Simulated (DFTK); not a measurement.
# Au (Fm-3m) in DFTK: further runs, part 2 of 2

DFTK 0.8.2. Earlier steps stand in the parts before.

### 4 Band structure, r2SCAN

run.jl

```julia
using DFTK
using PseudoPotentialData
using Unitful, UnitfulAtomic
using LinearAlgebra, Printf
include("save.jl")
disable_threading()

# lattice vectors are the columns
lattice = austrip(1u"Å") * [           0.0          2.035          2.035;
                    2.035            0.0          2.035;
                    2.035          2.035            0.0]
symbols   = [:Au]
positions = [[0.0, 0.0, 0.0]]
pseudopotentials = Dict(:Au => "Au.upf")
elements = Dict(s => ElementPsp(s, pseudopotentials; rcut=10.0) for s in unique(symbols))
atoms    = [elements[s] for s in symbols]

build_model(lattice, positions; symmetries=true) =
    model_DFT(lattice, atoms, positions;
              functionals=r2SCAN(),
              temperature=austrip(0.05u"eV"),
              smearing=Smearing.FermiDirac(),
              symmetries)
Ecut  = 38.0  # hartree
kgrid = [10, 10, 10]
tol   = 1e-6
to_GPa = ustrip(uconvert(u"GPa", 1u"hartree/bohr^3"))

model = build_model(lattice, positions)
basis = PlaneWaveBasis(model; Ecut, kgrid)
display(basis)
scfres = self_consistent_field(basis;
                               tol,
                               nbandsalg=AdaptiveBands(model; n_bands_converge=14))
display(scfres.energies)
@printf "Fermi level: %.6f eV\n" ustrip(auconvert(u"eV", something(scfres.εF, NaN)))
forces = compute_forces_cart(scfres)
println("Forces (eV/Å)")
for (s, f) in zip(symbols, forces)
    @printf "%-3s %12.6f %12.6f %12.6f\n" s ustrip.(auconvert.(u"eV/Å", f))...
end
stress = compute_stresses_cart(scfres)
println("Stress (GPa)")
display(round.(stress * to_GPa; digits=4))
println("Levels at the first k-point (eV): ", round.(ustrip.(auconvert.(u"eV", scfres.eigenvalues[1][1:scfres.n_bands_converge])); digits=4))
save_scf!(scfres; forces, stress)

points = Dict("G" => [0.0, 0.0, 0.0], "K" => [0.375, 0.375, 0.75], "L" => [0.5, 0.5, 0.5], "U" => [0.625, 0.25, 0.625], "W" => [0.5, 0.25, 0.75], "X" => [0.5, 0.0, 0.5])
segments = [("G", "X", 7), ("X", "W", 4), ("W", "K", 3), ("K", "G", 7), ("G", "L", 6), ("L", "U", 4), ("U", "W", 3), ("W", "L", 5), ("L", "K", 4), ("U", "X", 3)]
kcoords = vcat([[points[a] + t * (points[b] - points[a]) for t in range(0, 1, n)] for (a, b, n) in segments]...)
bands = compute_bands(scfres, ExplicitKpoints(kcoords); n_bands=16, tol=1e-5)
for (k, ε) in zip(bands.basis.kpoints, bands.eigenvalues)
    @printf "%d %8.4f %8.4f %8.4f " k.spin k.coordinate...
    println(join([@sprintf("%9.4f", e) for e in ustrip.(auconvert.(u"eV", ε .- scfres.εF))]))
end
results["band_energies"] = rows(bands.eigenvalues); results["band_kpoints"] = rows(kcoords)
```

Potentials or basis: in-house norm-conserving set (r2SCAN, scalar relativistic).

Started as:

```bash
> julia --threads=1 run.jl  # save.jl only writes the numbers to a file and isn't shown; printed stress counts tension as positive; times include loading and compiling
```

It took 2.4 min on 1 thread of Intel Xeon 6975P-C (Granite Rapids), shared host; peak memory 1.7 GiB.

The run converged. Its results:

- Free energy: -4247.2406 eV
- Pressure: 7.6 GPa
- Band gap on the k mesh: none (metal or under the smearing width)

Levels at the corners of the path, in eV from the Fermi level:
| point | band 6 | band 7 | band 8 | band 9 | band 10 | band 11 | band 12 | band 13 |
| --- | --- | --- | --- | --- | --- | --- | --- | --- |
| Γ | -5.03 | -5.03 | -5.03 | -3.46 | -3.46 | 15.12 | 19.30 | 19.30 |
| X | -7.18 | -2.24 | -1.83 | -1.83 | 1.16 | 6.12 | 10.54 | 10.54 |
| W | -5.49 | -5.49 | -3.60 | -1.83 | 5.02 | 6.66 | 6.66 | 9.99 |
| K | -6.18 | -4.09 | -3.15 | -2.30 | 4.11 | 4.95 | 7.88 | 13.25 |
| Γ | -5.03 | -5.03 | -5.03 | -3.46 | -3.46 | 15.12 | 19.30 | 19.30 |
| L | -5.07 | -5.07 | -2.18 | -2.18 | -0.85 | 3.25 | 14.64 | 17.93 |
| U | -6.18 | -4.09 | -3.15 | -2.30 | 4.11 | 4.95 | 7.88 | 13.25 |
| W | -5.49 | -5.49 | -3.60 | -1.83 | 5.02 | 6.66 | 6.66 | 9.99 |
| L | -5.07 | -5.07 | -2.18 | -2.18 | -0.85 | 3.25 | 14.64 | 17.93 |
| K | -6.18 | -4.09 | -3.15 | -2.30 | 4.11 | 4.95 | 7.88 | 13.25 |
| U | -6.18 | -4.09 | -3.15 | -2.30 | 4.11 | 4.95 | 7.88 | 13.25 |
| X | -7.18 | -2.24 | -1.83 | -1.83 | 1.16 | 6.12 | 10.54 | 10.54 |

Caveat: spin-orbit coupling is left out, which moves the levels of the heavy elements.

### 5 Band structure, PBEsol

Edit run.jl of step 4 so:

```diff
@@ -13,4 +13,4 @@
 positions = [[0.0, 0.0, 0.0]]
-pseudopotentials = Dict(:Au => "Au.upf")
-elements = Dict(s => ElementPsp(s, pseudopotentials; rcut=10.0) for s in unique(symbols))
+pseudopotentials = PseudoFamily("cp2k.nc.sr.pbe.v0_1.semicore.gth")
+elements = Dict(s => ElementPsp(s, pseudopotentials) for s in unique(symbols))
 atoms    = [elements[s] for s in symbols]
@@ -19,3 +19,3 @@
     model_DFT(lattice, atoms, positions;
-              functionals=r2SCAN(),
+              functionals=PBEsol(),
               temperature=austrip(0.05u"eV"),
@@ -23,4 +23,4 @@
               symmetries)
-Ecut  = 38.0  # hartree
-kgrid = [10, 10, 10]
+Ecut  = 44.0  # hartree
+kgrid = [11, 11, 11]
 tol   = 1e-6
@@ -33,3 +33,3 @@
                                tol,
-                               nbandsalg=AdaptiveBands(model; n_bands_converge=14))
+                               nbandsalg=AdaptiveBands(model; n_bands_converge=10))
 display(scfres.energies)
@@ -50,3 +50,3 @@
 kcoords = vcat([[points[a] + t * (points[b] - points[a]) for t in range(0, 1, n)] for (a, b, n) in segments]...)
-bands = compute_bands(scfres, ExplicitKpoints(kcoords); n_bands=16, tol=1e-5)
+bands = compute_bands(scfres, ExplicitKpoints(kcoords); n_bands=12, tol=1e-5)
 for (k, ε) in zip(bands.basis.kpoints, bands.eigenvalues)
```

Potentials or basis: cp2k.nc.sr.pbe.v0_1.semicore.gth (PBE, GTH).

Started as:

```bash
> julia --threads=1 run.jl  # save.jl only writes the numbers to a file and isn't shown; printed stress counts tension as positive; times include loading and compiling
```

It took 1.7 min on 1 thread of Intel Xeon Platinum 8259CL at 2.50GHz (Skylake/Cascade Lake), shared host; peak memory 1.7 GiB.

It converged, with:

```yaml
Free_energy: -903.5247 eV
Pressure: 8.1 GPa
Band_gap_on_the_k_mesh: none (metal or under the smearing width)
```

Levels at the corners of the path, in eV from the Fermi level:
| point | band 3 | band 4 | band 5 | band 6 | band 7 | band 8 |
| --- | --- | --- | --- | --- | --- | --- |
| Γ | -4.80 | -4.80 | -3.24 | -3.24 | 15.67 | 19.37 |
| X | -2.04 | -1.64 | -1.64 | 0.96 | 5.86 | 10.26 |
| W | -5.29 | -3.40 | -1.64 | 4.80 | 6.43 | 6.43 |
| K | -3.94 | -2.94 | -2.10 | 3.92 | 4.76 | 7.59 |
| Γ | -4.80 | -4.80 | -3.24 | -3.24 | 15.67 | 19.37 |
| L | -4.85 | -1.98 | -1.98 | -1.10 | 3.15 | 14.86 |
| U | -3.94 | -2.94 | -2.10 | 3.92 | 4.76 | 7.59 |
| W | -5.29 | -3.40 | -1.64 | 4.80 | 6.43 | 6.43 |
| L | -4.85 | -1.98 | -1.98 | -1.10 | 3.15 | 14.86 |
| K | -3.94 | -2.94 | -2.10 | 3.92 | 4.76 | 7.59 |
| U | -3.94 | -2.94 | -2.10 | 3.92 | 4.76 | 7.59 |
| X | -2.04 | -1.64 | -1.64 | 0.96 | 5.86 | 10.26 |

Caveat: GTH potentials come without recommended cutoffs, and this one wasn't checked for convergence; the potentials were made for another functional, which shifts forces and pressure; spin-orbit coupling is left out, which moves the levels of the heavy elements.

### 6 For comparison

An earlier run on the cell as given: functional PBEsol; potentials or basis dojo.nc.sr.pbesol.v0_4_1.standard.upf (PBEsol); cutoff 1034 eV; k mesh 11 × 11 × 11; occupations fermi-dirac, width 0.05 eV; no spin polarisation.

* Pressure: 1.2 GPa
* Band gap on the k mesh: none (metal or under the smearing width)

### 7 Overview

```tsv
task	level	potentials or basis	k mesh	cutoff (eV)	valence electrons	gap on the mesh (eV)	pressure (GPa)
band structure	LDA	cp2k.nc.sr.lda.v0_1.semicore.gth (LDA, GTH)	11 × 11 × 11	1197	Au 11	none	2.1
equation of state	PBEsol	cp2k.nc.sr.pbe.v0_1.semicore.gth (PBE, GTH)	9 × 9 × 9	1197	Au 11	-	-
band structure	r2SCAN	in-house norm-conserving set (r2SCAN, scalar relativistic)	10 × 10 × 10	1034	Au 19	none	7.6
band structure	PBEsol	cp2k.nc.sr.pbe.v0_1.semicore.gth (PBE, GTH)	11 × 11 × 11	1197	Au 11	none	8.1
```

Alike in all rows: no spin polarisation; cell as given; smearing fermi-dirac 0.05 eV.

Caveats: GTH potentials come without recommended cutoffs, and this one wasn't checked for convergence (some runs); spin-orbit coupling is left out, which moves the levels of the heavy elements (some runs); the potentials were made for another functional, which shifts forces and pressure (some runs).

Total energies depend on the potentials used, so only differences within one code and one set of settings carry meaning.

### 8 Against experiment

Step 3. A measured bulk modulus of Au is 167 GPa (quoted in “Exploring toroidal anvil profiles for larger sample volumes above 4 Mbar”, 2024, pmc:11102561); the calculated 169 GPa misses it by +1.0 %. The fit is for a static lattice scaled at fixed shape and fixed fractional positions.
